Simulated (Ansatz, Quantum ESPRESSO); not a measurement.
Given: the input of a run of Quantum ESPRESSO 7.5 on KF (Carobbiite). Atoms were shifted at random by some hundredths of an Å from the given cell, which wasn't relaxed again for these runs. 

The input pw.in:

```
&CONTROL
  calculation = 'scf'
  prefix = 'pwscf'
  outdir = './tmp'
  pseudo_dir = './pseudo'
  tprnfor = .true.
  tstress = .true.
  disk_io = 'nowf'
/
&SYSTEM
  ibrav = 0
  nat = 2
  ntyp = 2
  ecutwfc = 60
  ecutrho = 480
  nbnd = 14
  occupations = 'smearing'
  smearing = 'fd'
  degauss = 0.00367493
/
&ELECTRONS
  conv_thr = 4d-10
  electron_maxstep = 120
  mixing_beta = 0.5
/
ATOMIC_SPECIES
K     39.0983 K.pbe-spn-kjpaw_psl.1.0.0.UPF
F     18.9984 f_pbe_v1.4.uspp.F.UPF
CELL_PARAMETERS angstrom
   0.0000000000    2.6718500000    2.6718500000
   2.6718500000    0.0000000000    2.6718500000
   2.6718500000    2.6718500000    0.0000000000
ATOMIC_POSITIONS crystal
K      0.0058160000   -0.0138380000    0.0045480000
F      0.5005540000    0.4867360000    0.5172190000
K_POINTS automatic
9 9 9 0 0 0
```

Potentials or basis: SSSP 1.3 efficiency PBE.

Command:

```sh
$ OMP_NUM_THREADS=1 pw.x -in pw.in > pw.out
```

**Question.** Set up the same calculation for Ansatz 0.2.0. Potentials or basis there: Ansatz PAW, cutoff 420 eV.

**Answer.** As run (cutoffs and basis follow the program's own potentials, and thresholds, step limits or extra output files can differ):

File input.yaml:

```yaml
crystal:
  lattice:
    - [0.0, 2.67185, 2.67185]
    - [2.67185, 0.0, 2.67185]
    - [2.67185, 2.67185, 0.0]
  atoms:
    - { symbol: K, position: [0.005816, -0.013838, 0.004548] }
    - { symbol: F, position: [0.500554, 0.486736, 0.517219] }
hamiltonian:
  xc: pbe
  pseudopotentials: { kind: paw }
kpoints:
  mp_grid: { grid: [9, 9, 9] }
scf:
  occupations: { method: fermi_dirac, width: 0.05 }
output:
  forces: true
  stress: true
  eigenvalues: true
  write_density: true
  write_potential: true
  elf: true
  volumetric_format: npy
```

Potentials or basis: Ansatz PAW.

Command:

```console
$ ansatz run input.yaml --threads 1 --pin off --max-ram 3584MiB --backend cpu --events-out ev --progress --plain --runs-dir out
```

Both were run:

|  | Quantum ESPRESSO | Ansatz |
| --- | --- | --- |
| Pressure | 1.4 GPa | 1.4 GPa |
| Largest force | 0.068 eV/Å | 0.068 eV/Å |
| Energy over the undisturbed cell | 0.7 meV/atom | 0.7 meV/atom |

Ansatz's pressure holds a Pulay term of +0.31 GPa for its cutoff of 420 eV, which the other run lacks.

Where Ansatz's input types no cutoff or centring, it takes its own default and a Γ-centred mesh.

Pressure is positive in compression.
